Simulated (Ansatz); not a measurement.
The system is Cd.

```xyz
1
Lattice="3.1369 0.0000 0.0000 1.5685 2.7167 0.0000 1.5685 0.9056 2.5613" Properties=species:S:1:pos:R:3 pbc="T T T"
Cd    0.0000    0.0000    0.0000
```

This isn't the form of Cd at room conditions, which is hcp.

The cell isn't the ideal one: the cell as VASP's run set it.

```yaml
Program: Ansatz 0.2.0
Task: relaxation of cell and atoms
Functional: LDA
Potentials_or_basis: all-electron LAPW, scalar-relativistic
Basis_error_allowed: 0.001 eV/atom
k_mesh: 10 × 10 × 10
Occupations: methfessel-paxton, width 0.2 eV
Spin: no spin polarisation
```

At the start: volume 21.83 Å³/atom.

Task: Where does the relaxation end?

Result: Over 5 steps the energy falls by 29.7 meV/atom and the volume is 19.96 Å³/atom (-8.6 %); space group Fm-3m (No. 225, to 0.05 Å).

The path:
```csv
step,energy change (eV),largest force (eV/Å),volume (Å³)
1,0.0000,0.0000,21.83
2,-0.0295,0.0000,19.82
3,-0.0297,0.0000,19.99
4,-0.0297,0.0000,19.96
5,-0.0297,0.0000,19.96
```

Final structure:
```
CELL_PARAMETERS angstrom
3.04481 0.00000 0.00000
1.52241 2.63689 0.00000
1.52241 0.87896 2.48608
ATOMIC_POSITIONS crystal
Cd 0.00000 0.00000 0.00000
```
